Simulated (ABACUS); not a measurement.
Wanted: an ASE script for an ABACUS 3.10.1 run.

| Item | Value |
| --- | --- |
| Task | single point |
| Functional | PBE |
| Potentials or basis | SG15 ONCV 1.2 PBE |
| Cutoff | 1401 eV |
| Density cutoff | 5606 eV |
| Basis | plane waves |
| k mesh | 5 × 5 × 3 |
| Occupations | fermi-dirac, width 0.05 eV |
| Spin | no spin polarisation |
| Radial cutoff of the potentials (pseudo_rcut) | 7 bohr |
| SCF threshold on the density | 1e-08 |
| Max SCF steps | 100 |
| Eigensolver | dav |
| Mixing | broyden |
| Mixing share | 0.7 |
| Symmetry key | 1 |
| Bands | 32 |

The structure of CdS (Greenockite) lies in POSCAR:

```
CdS
1.0
    4.1500000000      0.0000000000      0.0000000000
   -2.0750000000      3.5940054257      0.0000000000
    0.0000000000      0.0000000000      6.7370000000
Cd S
2 2
Direct
    0.6666666667      0.3333333333      0.5000000000
    0.3333333333      0.6666666667      0.0000000000
    0.6666666667      0.3333333333      0.8750000000
    0.3333333333      0.6666666667      0.3750000000
```

These files were run (other wordings do the same):

run_abacus.py

```python
"""ABACUS run from a structure file: ASE reads it, the script writes STRU, KPT and INPUT."""
import re
import subprocess
from ase.io import read
from ase.units import Bohr

atoms = read("POSCAR")
atoms = atoms[(-atoms.numbers).argsort(kind="stable")]  # ABACUS lists atoms element by element
pseudo = {'Cd': 'Cd_ONCV_PBE-1.2.upf', 'S': 'S_ONCV_PBE-1.2.upf'}
orbital = {}
magmoms = None
kmesh = [5, 5, 3]
params = {
    'suffix': 'CdS',
    'calculation': 'scf',
    'basis_type': 'pw',
    'pseudo_dir': './',
    'symmetry': 1,
    'dft_functional': 'pbe',
    'ecutwfc': 103,
    'pseudo_rcut': 7,
    'nspin': 1,
    'nbands': 32,
    'ks_solver': 'dav',
    'smearing_method': 'fd',
    'smearing_sigma': 0.00367493,
    'scf_thr': 1e-08,
    'scf_nmax': 100,
    'mixing_type': 'broyden',
    'mixing_beta': 0.7,
    'cal_force': 1,
    'cal_stress': 1,
    'out_chg': 1,
    'out_pot': 2,
    'out_elf': 1,
}

symbols = atoms.get_chemical_symbols()
elements = list(dict.fromkeys(symbols))
lines = ["ATOMIC_SPECIES"] + [f"{e} {atoms.get_masses()[symbols.index(e)]:.4f} {pseudo[e]}" for e in elements]
if orbital:
    lines += ["", "NUMERICAL_ORBITAL"] + [orbital[e] for e in elements]
lines += ["", "LATTICE_CONSTANT", f"{1 / Bohr:.10f}", "", "LATTICE_VECTORS"]
lines += [" ".join(f"{x:.10f}" for x in v) for v in atoms.cell]
lines += ["", "ATOMIC_POSITIONS", "Direct"]
for e in elements:
    lines += ["", e, "0.0", str(symbols.count(e))]
    for i, p in enumerate(atoms.get_scaled_positions(wrap=False)):
        if symbols[i] == e:
            mag = "" if magmoms is None else " mag " + " ".join(str(x) for x in (magmoms[i] if isinstance(magmoms[i], list) else [magmoms[i]]))
            lines.append(" ".join(f"{x:.10f}" for x in p) + " 1 1 1" + mag)
open("STRU", "w").write("\n".join(lines) + "\n")
open("KPT", "w").write("K_POINTS\n0\nGamma\n%d %d %d 0 0 0\n" % tuple(kmesh))
open("INPUT", "w").write("INPUT_PARAMETERS\n" + "".join(f"{k:<20s}{v}\n" for k, v in params.items()))

done = subprocess.run(['mpirun', '-np', '4', 'abacus'])
if done.returncode:
    raise SystemExit(done.returncode)
log = open("OUT.CdS/running_scf.log").read()
print("final energy (eV):", re.findall(r"FINAL_ETOT_IS (\S+)", log))
```

Potentials or basis: SG15 ONCV 1.2 PBE, plane waves.

Launch:

```sh
$ OMP_NUM_THREADS=1 python run_abacus.py > log
```

It gave:

- Pressure: 2.3 GPa
- Largest force: 0.066 eV/Å
- Band gap on the k mesh: 1.20 eV, direct

It took 39 s on 4 MPI ranks on Intel(R) Xeon(R) 6975P-C (Granite Rapids), on a shared host, peak memory 0.44 GiB a rank.
